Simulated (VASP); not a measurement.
Set up this calculation in VASP 6.6.1, as the native input.

```
Task                   : band structure
Functional             : PBE
Potentials or basis    : VASP PAW PBE potentials, release 64 (K_sv, Cl)
Cutoff                 : 520 eV
k mesh                 : 8 × 8 × 8
Occupations            : gaussian, width 0.03 eV
Spin                   : no spin polarisation
Further INCAR settings : ALGO = Normal; EDIFF = 1e-07; NBANDS = 15
```

The structure of KCl lies in POSCAR:

```
KCl                                     
1.0
    0.0000000000      3.1936514230      3.1936514230
    3.1936514230      0.0000000000      3.1936514230
    3.1936514230      3.1936514230      0.0000000000
  K               Cl            
     1     1
Direct
     0.0000000000000000    0.0000000000000000    0.0000000000000000
     0.5000000000000000    0.5000000000000000    0.5000000000000000
```

The input as run:

INCAR

```
SYSTEM = KCl
  PREC = Accurate
  ENCUT = 520
  EDIFF = 1E-7
  ISMEAR = 0
  SIGMA = 0.03
  LREAL = .FALSE.
  LASPH = .TRUE.
  NELM = 80
  ALGO = Normal
  ISIF = 2
  LWAVE = .FALSE.
  LCHARG = .FALSE.
  GGA = PE
  NBANDS = 15
  ICORELEVEL = 1
```

KPOINTS

```
Automatic mesh
0
G
  8 8 8
  0 0 0
```

KPOINTS_OPT

```
explicit points
159
Reciprocal
 0.0000000000  0.0000000000  0.0000000000 1
 0.0357142857  0.0000000000  0.0357142857 1
 0.0714285714  0.0000000000  0.0714285714 1
 0.1071428571  0.0000000000  0.1071428571 1
 0.1428571429  0.0000000000  0.1428571429 1
 0.1785714286  0.0000000000  0.1785714286 1
[... 151 lines left out ...]
 0.4250000000  0.0000000000  0.4250000000 1
 0.4500000000  0.0000000000  0.4500000000 1
```

Potentials or basis: VASP PAW PBE potentials, release 64 (K_sv, Cl).

Command:

```bash
$ cat potpaw_PBE.64/K_sv/POTCAR potpaw_PBE.64/Cl/POTCAR > POTCAR
$ mpirun -np 1 vasp_std > vasp.out
```

It gave:

```yaml
Pressure: 0.0 GPa
Band_gap_on_the_k_mesh: 5.04 eV, direct
Band_gap_along_the_path: 5.04 eV, direct
```

Run time: 2.2 min on 1 thread of Intel(R) Xeon(R) Platinum 8259CL CPU @ 2.50GHz (Skylake/Cascade Lake), with other jobs on the host, peak memory 0.21 GiB.
